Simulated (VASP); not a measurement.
## 2H-WSe2 monolayer and its bilayer

What are the lattice, gap and band positions of 2H-WSe2 monolayer, and what does a second sheet change?

Method: PBE with D3(BJ), no spin polarisation; plane waves and PAW (W, Se), in the first sound run; inputs show where later runs differ, in VASP 6.6.1.

Most raw output is cut from this account.

## 1. The structure

The cell holds 3 atoms: 1 W and 2 Se. Its edges and angles: a = 3.320 Å, b = 3.320 Å, c = 22.000 Å, α = 90.0°, β = 90.0°, γ = 120.0°. Vacuum lies along c.

As a file:

```xyz
3
Lattice="3.3200 0.0000 0.0000 -1.6600 2.8752 0.0000 0.0000 0.0000 22.0000" Properties=species:S:1:pos:R:3
W     0.0000    1.9168   11.0000
Se    1.6600    0.9584    9.3300
Se    1.6600    0.9584   12.6700
```

## 2. Relaxing the monolayer

The sheet's cell relaxes in its plane with the atoms, while the vacuum is kept.

File INCAR:

```
SYSTEM = WSe2
PREC = Normal
ENCUT = 350
EDIFF = 1E-06
NELM = 120
ISMEAR = 0
SIGMA = 0.03
LREAL = .FALSE.
ALGO = Normal
GGA = PE
IVDW = 12
NBANDS = 15
LASPH = .TRUE.
LORBIT = 11
LWAVE = .FALSE.
LCHARG = .FALSE.
KPAR = 4
IBRION = 2
NSW = 50
ISIF = 3
EDIFFG = -0.015
POTIM = 0.4
IDIPOL = 3
LDIPOL = .TRUE.
DIPOL = 0.5 0.5 0.5
LATTICE_CONSTRAINTS = .TRUE. .TRUE. .FALSE.
```

File POSCAR:

```
WSe2
1.0
    3.3200000000      0.0000000000      0.0000000000
   -1.6600000000      2.8752043406      0.0000000000
    0.0000000000      0.0000000000     22.0000000000
W Se
1 2
Direct
    0.3333333333      0.6666666667      0.5000000000
    0.6666666667      0.3333333333      0.4240909091
    0.6666666667      0.3333333333      0.5759090909
```

File KPOINTS:

```
Automatic mesh
0
Gamma
12 12 1
0 0 0
```

The projector-augmented-wave data sets are W and Se (PBE family, release 64).

On the command line:

```bash
> mpirun -np 4 vasp_std
```

Wall time 30 s (4 MPI ranks of AMD EPYC 7R43, shared host); peak memory 0.7 GiB.

This run has no spin polarisation, although W can carry a moment. The gap is read on the k-mesh alone, so it is an upper bound where the band edges lie off the mesh. The data set W keeps the semicore shell frozen, which is cheaper and a little less accurate. The run keeps the 12 symmetry operations of its start, so it cannot find a distortion of lower symmetry.

Relaxation path:

| step | energy less that of the first step (eV) | largest force (eV/Å) | pressure (GPa) | volume (Å³) |
| --- | --- | --- | --- | --- |
| 1 | 0.0000 | 0.0143 | -0.58 | 210.00 |
| 2 | -0.0077 | 0.3096 | 0.54 | 204.23 |
| 3 | -0.0102 | 0.2007 | 0.15 | 206.10 |
| 4 | -0.0124 | 0.1034 | 0.07 | 205.51 |
| 5 | -0.0131 | 0.0087 | -0.02 | 204.81 |

| cell as run | before | after | change |
| --- | --- | --- | --- |
| a (Å) | 3.320 | 3.279 | -1.2 % |
| b (Å) | 3.320 | 3.279 | -1.2 % |

The atoms that moved most (Å, along periodic axes as changes of fractional coordinates times the final cell, across vacuum about the mean position):

| atom | dx | dy | dz | length |
| --- | --- | --- | --- | --- |
| Se2 | 0.000 | 0.000 | -0.015 | 0.015 |
| Se3 | 0.000 | 0.000 | 0.015 | 0.015 |

Final coordinates:

```
W Se
1.0
     3.27868    0.00000    0.00000
    -1.63934    2.83942    0.00000
     0.00000    0.00000   22.00000
W Se
1 2
Direct
  0.33333 0.66667 0.50000
  0.66667 0.33333 0.42340
  0.66667 0.33333 0.57660
```

Numbers from this step:

```yaml
electronic_cycles: 50
electrons: 18
free_energy_toten: -22.68 eV
fermi_energy: -1.904 eV
metallic: no
dipole_moment: 0, 0, 0 e·Å
gap_on_the_k_mesh: 1.645 eV
least_direct_gap_on_the_k_mesh: 1.682 eV
```

The run ended after 5 ionic steps, 0.013 eV below its first step, once forces and stress met EDIFFG = -0.015.

## 3. A second relaxation

The plane waves were chosen for the start cell, so the relaxation is repeated from its end.

INCAR, as its differences from that of step 2:

```diff
@@ -18,3 +18,3 @@
 IBRION = 2
-NSW = 50
+NSW = 30
 ISIF = 3
```

File POSCAR:

```
WSe2
1.0
    3.2786754165      0.0000000000      0.0000000000
   -1.6393377083      2.8394162015      0.0000000000
    0.0000000000      0.0000000000     22.0000000000
W Se
1 2
Direct
    0.3333333333      0.6666666667      0.5000000000
    0.6666666667      0.3333333333      0.4233974758
    0.6666666667      0.3333333333      0.5766025242
```

KPOINTS is that of step 2.

On the command line:

```bash
> mpirun -np 4 vasp_std
```

Run time: 12 s. Hardware: 4 MPI ranks; peak memory 0.65 GiB; 44 s of CPU time.

Little changed from the start: no atom moved by 0.005 Å and no cell edge by 0.1 %.

Numbers from this step:

- electronic cycles: 21
- Fermi energy: -1.902 eV

The start already met the threshold, so nothing moved.

## 4. Potential and states of the slab

A static run writes the electrostatic potential without exchange and correlation (LVHAR), which is flat in the vacuum and gives the level to count from. The dipole correction cancels the field that unlike faces would set up across the vacuum.

File INCAR:

```
SYSTEM = WSe2
PREC = Normal
ENCUT = 350
EDIFF = 1E-06
NELM = 120
ISMEAR = 0
SIGMA = 0.03
LREAL = .FALSE.
ALGO = Fast
GGA = PE
IVDW = 12
NBANDS = 15
LASPH = .TRUE.
LORBIT = 11
LWAVE = .FALSE.
LCHARG = .TRUE.
IDIPOL = 3
LDIPOL = .TRUE.
DIPOL = 0.5 0.5 0.5
LVHAR = .TRUE.
LVACPOTAV = .TRUE.
NEDOS = 1500
LELF = .TRUE.
```

POSCAR is that of step 3.

KPOINTS is that of step 3.

File KPOINTS_OPT:

```
Line mode
14
Line-mode
Reciprocal
  0.00000000   0.00000000   0.00000000 GAMMA
  0.50000000   0.00000000   0.00000000 M

  0.50000000   0.00000000   0.00000000 M
  0.33333333   0.33333333   0.00000000 K

  0.33333333   0.33333333   0.00000000 K
  0.00000000   0.00000000   0.00000000 GAMMA
```

On the command line:

```bash
> mpirun -np 4 vasp_std
```

It took 19 s on 4 MPI ranks; peak memory 0.47 GiB.

This step gave:

```
Fermi energy                                      : -1.942 eV
least gap on mesh and path                        : 1.640 eV
least direct gap on mesh and path                 : 1.682 eV
vacuum levels                                     : 2.989, 2.989 eV
ionisation potentials of the upper and lower face : 5.060, 5.060 eV
electron affinities of the upper and lower face   : 3.421, 3.421 eV
```

Electronic bands along the path, in eV, zero at the valence-band top; v1 is the highest filled band, c1 the lowest empty one:

| point | v4 | v3 | v2 | v1 | c1 | c2 | c3 | c4 |
| --- | --- | --- | --- | --- | --- | --- | --- | --- |
| Γ | -2.27 | -1.15 | -1.15 | -0.45 | 3.02 | 3.02 | 3.17 | 3.17 |
| 0.46 of the way | -2.12 | -1.62 | -1.60 | -0.90 | 1.89 | 2.49 | 2.71 | 3.90 |
| M | -2.96 | -2.21 | -1.02 | -0.84 | 2.47 | 2.79 | 3.74 | 4.41 |
| 0.46 of the way | -3.25 | -2.54 | -2.20 | -0.40 | 2.28 | 3.04 | 3.40 | 4.31 |
| K | -3.74 | -3.35 | -2.40 | 0.00 | 1.68 | 2.75 | 3.52 | 5.02 |
| 0.46 of the way | -3.31 | -2.13 | -1.40 | -0.77 | 1.64 | 2.53 | 2.66 | 4.30 |
| Γ | -2.27 | -1.15 | -1.15 | -0.45 | 3.02 | 3.02 | 3.17 | 3.17 |

Of the projections kept (W, Se), the largest for each band there; the rest of the weight can lie on other orbitals:

| point | v4 | v3 | v2 | v1 | c1 | c2 | c3 | c4 |
| --- | --- | --- | --- | --- | --- | --- | --- | --- |
| Γ | Se 0.88 | W 0.64 | W 0.64 | W 0.82 | Se 0.57 | Se 0.57 | Se 0.64 | Se 0.64 |
| M | W 0.57 | Se 0.68 | W 0.73 | Se 0.81 | W 0.97 | W 0.91 | W 0.58 | W 0.57 |
| K | Se 0.59 | Se 0.80 | Se 0.59 | W 0.83 | W 0.95 | W 0.72 | W 0.79 | W 0.70 |
| Γ | Se 0.88 | W 0.64 | W 0.64 | W 0.82 | Se 0.57 | Se 0.57 | Se 0.64 | Se 0.64 |

Zero at the Fermi level. The planar average of the electrostatic potential by height:

| height (Å) | planar average of the electrostatic potential (eV) |
| --- | --- |
| 0 | 4.93 |
| 1 | 4.93 |
| 2 | 4.93 |
| 3 | 4.93 |
| 4 | 4.93 |
| 5 | 4.93 |
| 6 | 4.93 |
| 7 | 4.88 |
| 8 | 3.86 |
| 9 | -9.09 |
| 10 | -6.41 |
| 11 | -8.96 |
| 12 | -6.41 |
| 13 | -9.09 |
| 14 | 3.86 |
| 15 | 4.88 |
| 16 | 4.93 |
| 17 | 4.93 |
| 18 | 4.93 |
| 19 | 4.93 |
| 20 | 4.93 |
| 21 | 4.93 |

Density of states in the PAW spheres, an atom over height of the layer and energy from the Fermi level.

Values in states/eV, 22 rows by 3 columns, each cell a mean:
```
0.00 0.00 0.00
0.00 0.04 0.00
0.06 0.48 0.06
0.33 1.66 0.33
0.37 1.01 0.37
0.41 0.51 0.41
0.78 1.35 0.78
0.64 0.99 0.64
0.36 0.70 0.36
0.39 0.81 0.39
0.59 0.95 0.59
0.26 0.41 0.26
0.60 1.06 0.60
0.33 0.48 0.33
0.34 0.50 0.34
0.46 0.82 0.46
0.31 0.55 0.31
0.18 0.31 0.18
0.01 0.02 0.01
0.00 0.00 0.00
0.00 0.00 0.00
0.00 0.00 0.00
```
Columns: height of the layer (Å) from 9.3 to 12.7; rows upwards: energy from the Fermi level (eV) from -7.9 to 0.5.

Valence density in the ca plane at fractional y = 0.333, with atoms of Se within 0.2 Å of it. It is the smooth field of the valence electrons, not physical close to the nuclei.

Values in e/Å³, 5 rows by 16 columns, each cell a mean:
```
0.00 0.00 0.00 0.00 0.00 0.02 0.37 0.71 0.43 0.35 0.70 0.49 0.04 0.00 0.00 0.00
0.00 0.00 0.00 0.00 0.00 0.03 0.58 0.34 0.50 0.38 0.39 0.65 0.07 0.00 0.00 0.00
0.00 0.00 0.00 0.00 0.00 0.02 0.38 0.71 0.44 0.35 0.70 0.50 0.04 0.00 0.00 0.00
0.00 0.00 0.00 0.00 0.00 0.01 0.09 0.28 0.31 0.33 0.29 0.13 0.01 0.00 0.00 0.00
0.00 0.00 0.00 0.00 0.00 0.01 0.09 0.26 0.31 0.33 0.27 0.12 0.01 0.00 0.00 0.00
```
Columns run along c (16.0 Å, from fractional 0.10 to 0.83 of the cell), rows up along a (3.3 Å). Atoms in or near the plane, at fractional coordinates: Se at (0.42, 0.67), Se at (0.58, 0.67).

ELF in the ca plane at fractional y = 0.333, with atoms of Se within 0.2 Å of it. It is the smooth field of the valence electrons, not physical close to the nuclei.

Ten even steps from '0' (0.00) to '9' (0.93), each cell a mean:
```
00000000000000247899887423588899863100000000
00000000000001479998787523687799986310000000
00000000000002589997567423675589997310000000
00000000000102579998677523676699986310000000
00000000000001368999887423688899974200000000
00000000000000024677775322467777531000000000
00000000000000000123432222234432100000000000
00000000000000000012221122122211000000000000
00000000000000012456664222356655310000000000
```
Columns run along c (16.0 Å, from fractional 0.10 to 0.83 of the cell), rows up along a (3.3 Å). Atoms in or near the plane, at fractional coordinates: Se at (0.42, 0.67), Se at (0.58, 0.67).

The map of layer states is cut here 0.5 eV above the Fermi level, so it leaves out the states above that.

The vacuum level lies 5.06 eV above the highest filled level at the upper face; both faces agree, as the slab has next to no dipole.

The program found no field-free point at its default tolerance, but its printed level agrees with the flat part of the planar average.

## 5. The slab in a field, field -0.1

A field across the slab, with the atoms held, gives the electronic response: the dipole changes linearly with the field, and the energy has a linear term from the slab's own dipole and a quadratic one from its polarisability.

INCAR, as its differences from that of step 4:

```diff
@@ -15,3 +15,4 @@
 LWAVE = .FALSE.
-LCHARG = .TRUE.
+LCHARG = .FALSE.
+KPAR = 4
 IDIPOL = 3
@@ -19,5 +20,2 @@
 DIPOL = 0.5 0.5 0.5
-LVHAR = .TRUE.
-LVACPOTAV = .TRUE.
-NEDOS = 1500
-LELF = .TRUE.
+EFIELD = -0.1
```

POSCAR is that of step 4.

KPOINTS is that of step 4.

On the command line:

```bash
> mpirun -np 4 vasp_std
```

It took 12 s on 4 MPI ranks; peak memory 0.64 GiB; 44 s of CPU time.

Numbers from this step:

- Fermi energy: -1.904 eV
- dipole moment: 0, 0, -0.02880 e·Å
- gap on the k-mesh: 1.644 eV

VASP counts the dipole in electrons times Å, so a positive number points the physical dipole along −c. A positive EFIELD is likewise a physical field along −c.

Energy at zero smearing: -22.67904 eV.

## 6. The slab in a field, field 0.1

INCAR, as its differences from that of step 5:

```diff
@@ -20,2 +20,2 @@
 DIPOL = 0.5 0.5 0.5
-EFIELD = -0.1
+EFIELD = 0.1
```

POSCAR is that of step 5.

KPOINTS is that of step 5.

On the command line:

```bash
> mpirun -np 4 vasp_std
```

Wall time 12 s (4 MPI ranks); peak memory 0.66 GiB; 46 s of CPU time.

This step gave:

| Property | Result |
| --- | --- |
| Fermi energy | -1.903 eV |
| dipole moment | 0, 0, 0.02880 e·Å |

Energy at zero smearing: -22.67904 eV.

## 7. With spin-orbit coupling

This step: PBE with D3(BJ), spin-orbit coupling, no spin polarisation; plane waves and PAW (W, Se) (VASP 6.6.1).

For heavy elements spin-orbit coupling shifts the highest filled levels.

INCAR, as its differences from that of step 6:

```diff
@@ -11,5 +11,9 @@
 IVDW = 12
-NBANDS = 15
+LNONCOLLINEAR = .TRUE.
+MAGMOM = 0 0 0 0 0 0 0 0 0
+NBANDS = 30
+GGA_COMPAT = .FALSE.
 LASPH = .TRUE.
-LORBIT = 11
+LSORBIT = .TRUE.
+LMAXMIX = 4
 LWAVE = .FALSE.
@@ -20,2 +24 @@
 DIPOL = 0.5 0.5 0.5
-EFIELD = 0.1
```

POSCAR is that of step 6.

KPOINTS is that of step 6.

KPOINTS_OPT is that of step 4.

On the command line:

```bash
> mpirun -np 4 vasp_ncl
```

Wall time 96 s (4 MPI ranks); peak memory 1.9 GiB.

This step gave:

| Property | Result |
| --- | --- |
| electronic cycles | 24 |
| free energy (TOTEN) | -22.88 eV |
| Fermi energy | -1.704 eV |
| least gap on mesh and path | 1.283 eV |
| least direct gap on mesh and path | 1.388 eV |
| dipole moment | 0, 0, 0 e·Å |

On-site spin-orbit energy by atom:

| atom | on-site spin-orbit energy (eV) |
| --- | --- |
| W1 | -0.328 |
| Se2 | -0.043 |
| Se3 | -0.043 |

The electronic bands at the labelled points (eV, zero at the valence-band top; v1 is the highest filled band, c1 the lowest empty one):

| point | v4 | v3 | v2 | v1 | c1 | c2 | c3 | c4 |
| --- | --- | --- | --- | --- | --- | --- | --- | --- |
| Γ | -1.21 | -1.21 | -0.60 | -0.60 | 2.61 | 2.61 | 2.86 | 2.86 |
| 0.46 of the way | -1.73 | -1.73 | -1.09 | -1.09 | 1.64 | 1.64 | 2.25 | 2.25 |
| M | -1.33 | -1.33 | -0.99 | -0.99 | 2.13 | 2.13 | 2.61 | 2.61 |
| 0.46 of the way | -2.43 | -2.40 | -0.81 | -0.45 | 1.92 | 2.11 | 2.53 | 2.96 |
| K | -2.69 | -2.61 | -0.45 | 0.00 | 1.39 | 1.43 | 2.53 | 2.53 |
| 0.46 of the way | -1.75 | -1.56 | -1.13 | -0.84 | 1.28 | 1.50 | 2.25 | 2.25 |
| Γ | -1.21 | -1.21 | -0.60 | -0.60 | 2.61 | 2.61 | 2.86 | 2.86 |

On this path the gap is indirect, 1.28 eV, with the valence top at K and the conduction bottom between K and Γ. The least direct gap is 1.39 eV.

## 8. A rigid stacking

This step: PBE with D3(BJ), no spin polarisation; plane waves and PAW (W, Se) (VASP 6.6.1).

System of this step: bilayer of 2H-WSe2 monolayer. The cell holds 6 atoms: 2 W and 4 Se. Cell: a = 3.279 Å, b = 3.279 Å, c = 26.841 Å, α = 90.0°, β = 90.0°, γ = 120.0°. upper sheet same orientation, shifted by (0.00, 0.00). Vacuum lies along c.

Two rigid sheets are set at a typed distance in several high-symmetry stackings, to find where to start. The upper sheet is shifted or turned in the plane and never flipped over.

File INCAR:

```
SYSTEM = WSe2
PREC = Normal
ENCUT = 350
EDIFF = 1E-05
NELM = 120
ISMEAR = 0
SIGMA = 0.03
LREAL = .FALSE.
ALGO = Fast
GGA = PE
IVDW = 12
NBANDS = 24
LASPH = .TRUE.
LORBIT = 11
LWAVE = .FALSE.
LCHARG = .FALSE.
KPAR = 4
IDIPOL = 3
LDIPOL = .TRUE.
DIPOL = 0.5 0.5 0.5
```

File POSCAR:

```
WSe2
1.0
    3.2786754165      0.0000000000      0.0000000000
   -1.6393377083      2.8394162015      0.0000000000
    0.0000000000      0.0000000000     26.8410221296
W Se
2 4
Direct
    0.3333333300      0.6666666700      0.3794660100
    0.3333333300      0.6666666700      0.6205339900
    0.6666666700      0.3333333300      0.3166794500
    0.6666666700      0.3333333300      0.4422525700
    0.6666666700      0.3333333300      0.5577474300
    0.6666666700      0.3333333300      0.6833205500
```

KPOINTS is that of step 7.

On the command line:

```bash
> mpirun -np 4 vasp_std
```

The job ended after 19 s (4 MPI ranks; peak memory 0.73 GiB; 75 s of CPU time).

Numbers from this step:

| Item | Value |
| --- | --- |
| electronic cycles | 20 |
| electrons | 36 |
| free energy (TOTEN) | -45.44 eV |
| Fermi energy | 0.253 eV |
| gap on the k-mesh | 1.138 eV |
| least direct gap on the k-mesh | 1.624 eV |

Force by atom:

| atom | x (eV/Å) | y (eV/Å) | z (eV/Å) | size |
| --- | --- | --- | --- | --- |
| W1 | 0.000 | 0.000 | -0.077 | 0.077 |
| W2 | 0.000 | 0.000 | 0.077 | 0.077 |
| Se3 | 0.000 | 0.000 | 0.009 | 0.009 |
| Se4 | 0.000 | 0.000 | -0.589 | 0.589 |
| Se5 | 0.000 | 0.000 | 0.589 | 0.589 |
| Se6 | 0.000 | 0.000 | -0.009 | 0.009 |

Energy at zero smearing: -45.44265 eV.

## 9. A rigid stacking

INCAR is that of step 8.

File POSCAR:

```
WSe2
1.0
    3.2786754165      0.0000000000      0.0000000000
   -1.6393377083      2.8394162015      0.0000000000
    0.0000000000      0.0000000000     26.8410221296
W Se
2 4
Direct
    0.3333333300      0.6666666700      0.3794660100
    0.6666666700      0.3333333300      0.6205339900
    0.6666666700      0.3333333300      0.3166794500
    0.6666666700      0.3333333300      0.4422525700
    0.0000000000      1.0000000000      0.5577474300
    0.0000000000      1.0000000000      0.6833205500
```

KPOINTS is that of step 8.

On the command line:

```bash
> mpirun -np 4 vasp_std
```

The job ended after 19 s (4 MPI ranks; peak memory 0.72 GiB; 73 s of CPU time).

Energy at zero smearing: -45.67842 eV.

## 10. A rigid stacking

INCAR is that of step 9.

POSCAR, as its differences from that of step 9:

```diff
@@ -12,3 +12,3 @@
     0.6666666700      0.3333333300      0.4422525700
-    0.0000000000      1.0000000000      0.5577474300
-    0.0000000000      1.0000000000      0.6833205500
+    0.3333333300      0.6666666700      0.5577474300
+    0.3333333300      0.6666666700      0.6833205500
```

KPOINTS is that of step 9.

On the command line:

```bash
> mpirun -np 4 vasp_std
```

It took 19 s on 4 MPI ranks; peak memory 0.75 GiB; 72 s of CPU time.

Energy at zero smearing: -45.68492 eV.

## 11. A rigid stacking

INCAR is that of step 10.

File POSCAR:

```
WSe2
1.0
    3.2786754165      0.0000000000      0.0000000000
   -1.6393377083      2.8394162015      0.0000000000
    0.0000000000      0.0000000000     26.8410221296
W Se
2 4
Direct
    0.3333333300      0.6666666700      0.3794660100
    0.0000000000      1.0000000000      0.6205339900
    0.6666666700      0.3333333300      0.3166794500
    0.6666666700      0.3333333300      0.4422525700
    0.6666666700      0.3333333300      0.5577474300
    0.6666666700      0.3333333300      0.6833205500
```

KPOINTS is that of step 10.

On the command line:

```bash
> mpirun -np 4 vasp_std
```

Run time: 19 s. Hardware: 4 MPI ranks; peak memory 0.75 GiB; 72 s of CPU time.

Energy at zero smearing: -45.46658 eV.

## 12. A rigid stacking

INCAR is that of step 11.

File POSCAR:

```
WSe2
1.0
    3.2786754165      0.0000000000      0.0000000000
   -1.6393377083      2.8394162015      0.0000000000
    0.0000000000      0.0000000000     26.8410221296
W Se
2 4
Direct
    0.3333333300      0.6666666700      0.3794660100
    0.3333333300      0.6666666700      0.6205339900
    0.6666666700      0.3333333300      0.3166794500
    0.6666666700      0.3333333300      0.4422525700
    1.0000000000      0.0000000000      0.5577474300
    1.0000000000      0.0000000000      0.6833205500
```

KPOINTS is that of step 11.

On the command line:

```bash
> mpirun -np 4 vasp_std
```

The job ended after 22 s (4 MPI ranks; peak memory 0.7 GiB; 82 s of CPU time).

Energy at zero smearing: -45.65201 eV.

## 13. Relaxing the bilayer

The lowest stacking relaxes at the monolayer's lattice.

INCAR, as its differences from that of step 12:

```diff
@@ -3,3 +3,3 @@
 ENCUT = 350
-EDIFF = 1E-05
+EDIFF = 1E-06
 NELM = 120
@@ -17,2 +17,8 @@
 KPAR = 4
+IBRION = 2
+NSW = 50
+ISIF = 2
+EDIFFG = -0.015
+POTIM = 0.4
+MAXMIX = 40
 IDIPOL = 3
```

File POSCAR:

```
WSe2
1.0
    3.2786754165      0.0000000000      0.0000000000
   -1.6393377083      2.8394162015      0.0000000000
    0.0000000000      0.0000000000     26.8410221296
W Se
2 4
Direct
    0.3333333300      0.6666666700      0.3794660100
    0.6666666700      0.3333333300      0.6205339900
    0.6666666700      0.3333333300      0.3166794500
    0.6666666700      0.3333333300      0.4422525700
    0.3333333300      0.6666666700      0.5577474300
    0.3333333300      0.6666666700      0.6833205500
```

KPOINTS is that of step 12.

On the command line:

```bash
> mpirun -np 4 vasp_std
```

Run time: 2 min. Hardware: 4 MPI ranks; peak memory 0.81 GiB.

Step by step:

| step | energy less that of the first step (eV) | largest force (eV/Å) |
| --- | --- | --- |
| 1 | 0.0000 | 0.0232 |
| 2 | -0.0001 | 0.0176 |
| 3 | -0.0001 | 0.0310 |
| 4 | -0.0001 | 0.0284 |
| 5 | -0.0002 | 0.0274 |
| 6 | -0.0002 | 0.0745 |
| 7 | -0.0002 | 0.0511 |
| 8 | -0.0003 | 0.0493 |
| 9 | -0.0003 | 0.0477 |
| 10 | -0.0004 | 0.0444 |
| 11 | -0.0006 | 0.0393 |
| 12 | -0.0010 | 0.0292 |
| 13 | -0.0013 | 0.0052 |

The atoms that moved most (Å):

| atom | dx | dy | dz | length |
| --- | --- | --- | --- | --- |
| Se3 | 0.000 | 0.000 | 0.033 | 0.033 |
| Se6 | 0.000 | 0.000 | -0.033 | 0.033 |
| W1 | 0.000 | 0.000 | 0.031 | 0.031 |
| W2 | 0.000 | 0.000 | -0.031 | 0.031 |
| Se5 | 0.000 | 0.000 | -0.030 | 0.030 |
| Se4 | 0.000 | 0.000 | 0.030 | 0.030 |

The relaxed structure:

```
W Se
1.0
     3.27868    0.00000    0.00000
    -1.63934    2.83942    0.00000
     0.00000    0.00000   26.84102
W Se
2 4
Direct
  0.33333 0.66667 0.38064
  0.66667 0.33333 0.61936
  0.66667 0.33333 0.31790
  0.66667 0.33333 0.44336
  0.33333 0.66667 0.55664
  0.33333 0.66667 0.68210
```

Numbers from this step:

```
electronic cycles              : 88
free energy (TOTEN)            : -45.69 eV
Fermi energy                   : 0.0894 eV
dipole moment                  : 0, 0, 0 e·Å
gap on the k-mesh              : 1.292 eV
least direct gap on the k-mesh : 1.621 eV
```

The run ended after 13 ionic steps, 0.001 eV below its first step, once the forces on the free atoms met EDIFFG = -0.015.

[end of part 1 of 2]

[Lines on the potential files, build, host, timing and source positions are cut from VASP's logs without a mark.]

[Logs are printed without paths, hosts, clocks, repeated set-up lines and the standing remarks that a program may print on its own settings, such as how far it seeks lower states.]

[Hosts, paths, dates, database ids (printed as entryN), source tags and the programs' standing remarks are cut or masked in the printed files.]

[Runs that stopped without an error message from VASP are left out.]
